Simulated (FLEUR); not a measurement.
Here is a FLEUR MaX-R8.1 (later development tree) calculation.

Contents of inp.xml:

```xml
<?xml version="1.0" encoding="UTF-8" standalone="no"?>
<fleurInput fleurInputVersion="0.39">
   <comment>
      ZrSe2                                                                                               
   </comment>
   <calculationSetup>
      <cutoffs Kmax="4.54" Gmax="14.1" GmaxXC="14.1" numbands="0"/>
      <scfLoop itmax="60" minDistance="0.00001" maxIterBroyd="15" imix="Anderson" alpha="0.05" precondParam="0.0" spinf="2.0" sdNocoIR="T"/>
      <coreElectrons ctail="T" frcor="F" kcrel="0" coretail_lmax="0"/>
      <xcFunctional name="Rpbe" relativisticCorrections="F"/>
      <magnetism jspins="1"/>
      <soc l_soc="F" theta="0.0" phi="0.0" spav="F"/>
      <expertModes spex="0" secvar="F"/>
      <geometryOptimization l_f="F" forcealpha="1.0" forcemix="BFGS" epsdisp="0.00001" epsforce="0.00001"/>
      <ldaU l_linMix="F" mixParam="0.05" spinf="1.0"/>
   </calculationSetup>
   <cell>
      <bzIntegration valenceElectrons="44.0" mode="hist" fermiSmearingEnergy="0.00183747">
         <kPointListSelection listName="default-1"/>
         <!-- k-points included here -->
         <xi:include xmlns:xi="http://www.w3.org/2001/XInclude" href="kpts.xml"> </xi:include>
      </bzIntegration>
      <!-- symmetry operations included here -->
      <xi:include xmlns:xi="http://www.w3.org/2001/XInclude" href="sym.xml"> </xi:include>
      <bulkLattice scale="1.0">
         <bravaisMatrix>
            <row-1>    7.1771798212307996     0.0000000000000000     0.0000000000000000</row-1>
            <row-2>   -3.5885899106153998     6.2156200527653880     0.0000000000000000</row-2>
            <row-3>    0.0000000000000000     0.0000000000000000    11.7011841635231999</row-3>
         </bravaisMatrix>
      </bulkLattice>
   </cell>
   <atomSpecies>
      <species name="Zirconium (Zr)" element="Zr" atomicNumber="40">
         <mtSphere radius="2.54" gridPoints="839" logIncrement="0.015"/>
         <atomicCutoffs lmax="10" lnonsphr="8"/>
         <electronConfig flipSpins="F">
            <coreConfig>(1s1/2) (2s1/2) (2p1/2) (2p3/2) (3s1/2) (3p1/2) (3p3/2) (3d3/2) (3d5/2)</coreConfig>
            <valenceConfig>(4s1/2) (4p1/2) (4p3/2) (5s1/2) (4d3/2) (4d5/2)</valenceConfig>
            <stateOccupation state="(4d3/2)" spinUp="0.400000" spinDown="0.400000"/>
            <stateOccupation state="(4d5/2)" spinUp="0.600000" spinDown="0.600000"/>
         </electronConfig>
         <energyParameters s="5" p="5" d="4" f="4"/>
         <lo type="SCLO" l="0" n="4" eDeriv="0"/>
         <lo type="SCLO" l="1" n="4" eDeriv="0"/>
         <lo type="SCLO" l="1" n="4" eDeriv="1"/>
         <lo type="SCLO" l="2" n="4" eDeriv="2"/>
         <lo type="SCLO" l="3" n="4" eDeriv="2"/>
      </species>
      <species name="Selenium (Se)" element="Se" atomicNumber="34">
         <mtSphere radius="2.16" gridPoints="715" logIncrement="0.017"/>
         <atomicCutoffs lmax="9" lnonsphr="7"/>
         <electronConfig flipSpins="F">
            <coreConfig>(1s1/2) (2s1/2) (2p1/2) (2p3/2) (3s1/2) (3p1/2) (3p3/2)</coreConfig>
            <valenceConfig>(3d3/2) (3d5/2) (4s1/2) (4p1/2) (4p3/2)</valenceConfig>
            <stateOccupation state="(4p1/2)" spinUp="0.666667" spinDown="0.666667"/>
            <stateOccupation state="(4p3/2)" spinUp="1.333333" spinDown="1.333333"/>
         </electronConfig>
         <energyParameters s="4" p="4" d="4" f="4"/>
         <lo type="SCLO" l="2" n="3" eDeriv="0"/>
         <lo type="SCLO" l="0" n="4" eDeriv="2"/>
         <lo type="SCLO" l="1" n="4" eDeriv="2"/>
         <lo type="SCLO" l="3" n="4" eDeriv="2"/>
      </species>
   </atomSpecies>
   <atomGroups>
      <atomGroup species="Zirconium (Zr)">
         <relPos label="                   1">.0000000000 .0000000000 .0000000000</relPos>
         <force calculate="T" relaxXYZ="TTT"/>
      </atomGroup>
      <atomGroup species="Selenium (Se)">
         <relPos label="                   2">-1.000/3.000 1.000/3.000 -1.000/4.000</relPos>
         <relPos label="                   3">1.000/3.000 -1.000/3.000 1.000/4.000</relPos>
         <force calculate="T" relaxXYZ="TTT"/>
      </atomGroup>
   </atomGroups>
   <output dos="F" band="F" slice="F">
      <checks vchk="F" cdinf="F"/>
      <bandDOS minEnergy="-.5*Htr" maxEnergy="0.5*Htr" sigma="0.015" storeEVData="T"/>
      <vacuumDOS vacdos="F" integ="F" star="F" nstars="0" locx1="0.0" locy1="0.0" locx2="0.0" locy2="0.0" nstm="0" tworkf="0.0"/>
      <unfoldingBand unfoldBand="F" supercellX="1" supercellY="1" supercellZ="1"/>
      <plotting iplot="0" polar="F">
         <plot TwoD="T" vec1="  1.0  0.0  0.0" vec2="  0.0  1.0  0.0" vec3="  0.0  0.0  1.0" zero="  0.0  0.0  0.0" file="plot"/>
      </plotting>
      <chargeDensitySlicing numkpt="0" minEigenval="0.0" maxEigenval="0.0" nnne="0" pallst="F"/>
      <specialOutput eonly="F"/>
      <moessbauerParams electricFieldGradient="T" isomerShift="T" coreHyperfine="T" valenceHyperfine="T"/>
      <magneticCircularDichroism mcd="F" energyLo="-10.0" energyUp="0.0"/>
   </output>
  <!-- We include the file relax.xml here to enable relaxations (see documentation) -->
  <xi:include xmlns:xi="http://www.w3.org/2001/XInclude" href="relax.xml"> <xi:fallback/> </xi:include>
</fleurInput>
```

Contents of crystal.txt:

```
ZrSe2
&input cartesian=F /
3.7980000000  0.0000000000  0.0000000000
-1.8990000000  3.2891644836  0.0000000000
0.0000000000  0.0000000000  6.1920000000
1.8897261246
1.0 1.0 1.0

3
40 0.0000000000  0.0000000000  0.0000000000
34 0.6666666667  0.3333333333  0.7500000000
34 0.3333333333  0.6666666667  0.2500000000

&kpt div1=8 div2=8 div3=5 gamma=T /
```

The input inp.xml (bands):

```
<?xml version="1.0" encoding="UTF-8" standalone="no"?>
<fleurInput fleurInputVersion="0.39">
   <comment>
      ZrSe2                                                                                               
   </comment>
   <calculationSetup>
      <cutoffs Kmax="4.54" Gmax="14.1" GmaxXC="14.1" numbands="0"/>
      <scfLoop itmax="60" minDistance="0.00001" maxIterBroyd="15" imix="Anderson" alpha="0.05" precondParam="0.0" spinf="2.0" sdNocoIR="T"/>
      <coreElectrons ctail="T" frcor="F" kcrel="0" coretail_lmax="0"/>
      <xcFunctional name="Rpbe" relativisticCorrections="F"/>
      <magnetism jspins="1"/>
      <soc l_soc="F" theta="0.0" phi="0.0" spav="F"/>
      <expertModes spex="0" secvar="F"/>
      <geometryOptimization l_f="F" forcealpha="1.0" forcemix="BFGS" epsdisp="0.00001" epsforce="0.00001"/>
      <ldaU l_linMix="F" mixParam="0.05" spinf="1.0"/>
   </calculationSetup>
   <cell>
      <bzIntegration valenceElectrons="44.0" mode="hist" fermiSmearingEnergy="0.00183747">
         <kPointListSelection listName="path-1"/>
         <!-- k-points included here -->
         <xi:include xmlns:xi="http://www.w3.org/2001/XInclude" href="kpts.xml"> </xi:include>
      </bzIntegration>
      <!-- symmetry operations included here -->
      <xi:include xmlns:xi="http://www.w3.org/2001/XInclude" href="sym.xml"> </xi:include>
      <bulkLattice scale="1.0">
         <bravaisMatrix>
            <row-1>    7.1771798212307996     0.0000000000000000     0.0000000000000000</row-1>
            <row-2>   -3.5885899106153998     6.2156200527653880     0.0000000000000000</row-2>
            <row-3>    0.0000000000000000     0.0000000000000000    11.7011841635231999</row-3>
         </bravaisMatrix>
      </bulkLattice>
   </cell>
   <atomSpecies>
      <species name="Zirconium (Zr)" element="Zr" atomicNumber="40">
         <mtSphere radius="2.54" gridPoints="839" logIncrement="0.015"/>
         <atomicCutoffs lmax="10" lnonsphr="8"/>
         <electronConfig flipSpins="F">
            <coreConfig>(1s1/2) (2s1/2) (2p1/2) (2p3/2) (3s1/2) (3p1/2) (3p3/2) (3d3/2) (3d5/2)</coreConfig>
            <valenceConfig>(4s1/2) (4p1/2) (4p3/2) (5s1/2) (4d3/2) (4d5/2)</valenceConfig>
            <stateOccupation state="(4d3/2)" spinUp="0.400000" spinDown="0.400000"/>
            <stateOccupation state="(4d5/2)" spinUp="0.600000" spinDown="0.600000"/>
         </electronConfig>
         <energyParameters s="5" p="5" d="4" f="4"/>
         <lo type="SCLO" l="0" n="4" eDeriv="0"/>
         <lo type="SCLO" l="1" n="4" eDeriv="0"/>
         <lo type="SCLO" l="1" n="4" eDeriv="1"/>
         <lo type="SCLO" l="2" n="4" eDeriv="2"/>
         <lo type="SCLO" l="3" n="4" eDeriv="2"/>
      </species>
      <species name="Selenium (Se)" element="Se" atomicNumber="34">
         <mtSphere radius="2.16" gridPoints="715" logIncrement="0.017"/>
         <atomicCutoffs lmax="9" lnonsphr="7"/>
         <electronConfig flipSpins="F">
            <coreConfig>(1s1/2) (2s1/2) (2p1/2) (2p3/2) (3s1/2) (3p1/2) (3p3/2)</coreConfig>
            <valenceConfig>(3d3/2) (3d5/2) (4s1/2) (4p1/2) (4p3/2)</valenceConfig>
            <stateOccupation state="(4p1/2)" spinUp="0.666667" spinDown="0.666667"/>
            <stateOccupation state="(4p3/2)" spinUp="1.333333" spinDown="1.333333"/>
         </electronConfig>
         <energyParameters s="4" p="4" d="4" f="4"/>
         <lo type="SCLO" l="2" n="3" eDeriv="0"/>
         <lo type="SCLO" l="0" n="4" eDeriv="2"/>
         <lo type="SCLO" l="1" n="4" eDeriv="2"/>
         <lo type="SCLO" l="3" n="4" eDeriv="2"/>
      </species>
   </atomSpecies>
   <atomGroups>
      <atomGroup species="Zirconium (Zr)">
         <relPos label="                   1">.0000000000 .0000000000 .0000000000</relPos>
         <force calculate="T" relaxXYZ="TTT"/>
      </atomGroup>
      <atomGroup species="Selenium (Se)">
         <relPos label="                   2">-1.000/3.000 1.000/3.000 -1.000/4.000</relPos>
         <relPos label="                   3">1.000/3.000 -1.000/3.000 1.000/4.000</relPos>
         <force calculate="T" relaxXYZ="TTT"/>
      </atomGroup>
   </atomGroups>
   <output dos="F" band="T" slice="F">
      <checks vchk="F" cdinf="F"/>
      <bandDOS minEnergy="-.5*Htr" maxEnergy="0.5*Htr" sigma="0.015" storeEVData="T"/>
      <vacuumDOS vacdos="F" integ="F" star="F" nstars="0" locx1="0.0" locy1="0.0" locx2="0.0" locy2="0.0" nstm="0" tworkf="0.0"/>
      <unfoldingBand unfoldBand="F" supercellX="1" supercellY="1" supercellZ="1"/>
      <plotting iplot="0" polar="F">
         <plot TwoD="T" vec1="  1.0  0.0  0.0" vec2="  0.0  1.0  0.0" vec3="  0.0  0.0  1.0" zero="  0.0  0.0  0.0" file="plot"/>
      </plotting>
      <chargeDensitySlicing numkpt="0" minEigenval="0.0" maxEigenval="0.0" nnne="0" pallst="F"/>
      <specialOutput eonly="F"/>
      <moessbauerParams electricFieldGradient="T" isomerShift="T" coreHyperfine="T" valenceHyperfine="T"/>
      <magneticCircularDichroism mcd="F" energyLo="-10.0" energyUp="0.0"/>
   </output>
  <!-- We include the file relax.xml here to enable relaxations (see documentation) -->
  <xi:include xmlns:xi="http://www.w3.org/2001/XInclude" href="relax.xml"> <xi:fallback/> </xi:include>
</fleurInput>
```

Potentials or basis: all-electron, FLAPW.

Command:

```console
$ inpgen -f crystal.txt -profile fastHighL
$ # inp.xml edited to the form shown
$ fleur_MPI
$ fleur_MPI   # second run, on inp.xml (bands)
```

Question: Predict the band gap on the k mesh.

Answer: 0.55 eV, indirect (least direct gap 1.19 eV).

Question: What does it give for the band gap along the path?

Answer: 0.52 eV, indirect (least direct gap 1.19 eV).

Levels at the corners of the path, in eV from the valence-band top:
```
point  band 19  band 20  band 21  band 22  band 23  band 24  band 25  band 26
    Γ    -2.73    -0.07    -0.07     0.00     1.18     1.18     1.74     4.38
    M    -2.62    -2.51    -2.08    -1.36     0.71     2.65     3.00     5.00
    K    -3.49    -2.28    -2.28    -1.73     1.85     2.72     2.72     4.18
    Γ    -2.73    -0.07    -0.07     0.00     1.18     1.18     1.74     4.38
    A    -2.68    -1.94    -0.23    -0.23     1.16     1.16     2.12     4.76
    L    -2.67    -2.49    -1.06    -0.98     0.52     2.65     2.98     4.55
    H    -3.31    -2.30    -2.00    -2.00     1.91     2.36     2.36     4.92
    A    -2.68    -1.94    -0.23    -0.23     1.16     1.16     2.12     4.76
    L    -2.67    -2.49    -1.06    -0.98     0.52     2.65     2.98     4.55
    M    -2.62    -2.51    -2.08    -1.36     0.71     2.65     3.00     5.00
    K    -3.49    -2.28    -2.28    -1.73     1.85     2.72     2.72     4.18
    H    -3.31    -2.30    -2.00    -2.00     1.91     2.36     2.36     4.92
```

**Measured values to compare with.**

From “Stress-Tuned Optical Transitions in Layered 1T-MX2 (M= Hf, Zr, Sn; X= S, Se) Crystals”, 2022, arxiv:2210.12074, for a bulk crystal of ZrSe2: band gap 1.2 eV (indirect).

A measured gap of ZrSe2 is 1.2 eV (indirect; quoted in “Stress-Tuned Optical Transitions in Layered 1T-MX2 (M= Hf, Zr, Sn; X= S, Se) Crystals”, 2022, arxiv:2210.12074); the calculated 0.52 eV misses it by -0.68 eV. Spin-orbit coupling on Se, Zr is left out. The value is that of RPBE, without temperature or zero-point motion. Semilocal functionals fall short of measured gaps as a rule.
